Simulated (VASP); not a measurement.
# A VASP 6.6.1 single-point calculation on MgO

INCAR

```
SIGMA = 0.02
NELM = 79
GGA = PE
IBRION = -1
LCHARG = .FALSE.
LASPH = .TRUE.
LWAVE = .FALSE.
PREC = Accurate
ISIF = 2
MAXMIX = 40
ISMEAR = -1
LREAL = .FALSE.
ENCUT = 520
EDIFF = 1E-7
NSW = 0
NBANDS = 11
```

KPOINTS

```
KPOINTS created by Atomic Simulation Environment
0
Gamma
10 10 10
0 0 0
```

POSCAR

```
Mg O
 1.0000000000000000
     0.0000000000000000    2.0237565711999999    2.1553921414000001
     2.0237565711999999    0.0000000000000000    2.1553921414000001
     2.0237565711999999    2.0237565711999999    0.0000000000000000
 Mg  O
   1   1
Cartesian
  0.0000000000000000  0.0000000000000000  0.0000000000000000
  2.0237565711999999  2.0237565711999999  2.1553921414000001
```

The recommended PBE PAW datasets give the neutral cell 8 valence electrons.

Command

```
mpirun -np 1 vasp_std
```

Q: Predict the outcome of this run.

A: It converged. Results: gap between bands v and c on the k mesh 5.20 eV; least direct gap on the k mesh 5.20 eV; pressure 16.1 GPa. Band v is the last that the valence electrons fill when counted band by band, and c is the next.

OSZICAR

```
N       E                     dE             d eps       ncg     rms          rms(c)
DAV:   1     0.110882687165E+02    0.11088E+02   -0.46616E+03  2620   0.644E+02
DAV:   2    -0.129737177574E+02   -0.24062E+02   -0.23633E+02  2611   0.134E+02
DAV:   3    -0.134066991764E+02   -0.43298E+00   -0.43276E+00  2729   0.151E+01
DAV:   4    -0.134077093282E+02   -0.10102E-02   -0.10101E-02  2457   0.837E-01
DAV:   5    -0.134077126236E+02   -0.32953E-05   -0.32953E-05  2664   0.456E-02    0.734E+00
DAV:   6    -0.118222688528E+02    0.15854E+01   -0.84947E+00  2358   0.164E+01    0.214E+00
DAV:   7    -0.118118788752E+02    0.10390E-01   -0.49517E-02  2520   0.202E+00    0.134E+00
DAV:   8    -0.118068144178E+02    0.50645E-02   -0.23815E-02  2379   0.176E+00    0.212E-01
DAV:   9    -0.118065149777E+02    0.29944E-03   -0.50473E-04  2652   0.156E-01    0.118E-01
DAV:  10    -0.118065297337E+02   -0.14756E-04   -0.41752E-04  2469   0.151E-01    0.102E-02
DAV:  11    -0.118065310281E+02   -0.12944E-05   -0.25532E-06  2616   0.137E-02    0.413E-03
DAV:  12    -0.118065311229E+02   -0.94815E-07   -0.30275E-07  2544   0.477E-03
   1 F= -.11806531E+02 E0= -.11806531E+02  d E =-.478713E-12
```

For comparison, a separate PBE run of the intended cell, on usual settings and not on those above, gives a gap of 5.20 eV on its mesh and a pressure of 16.1 GPa.
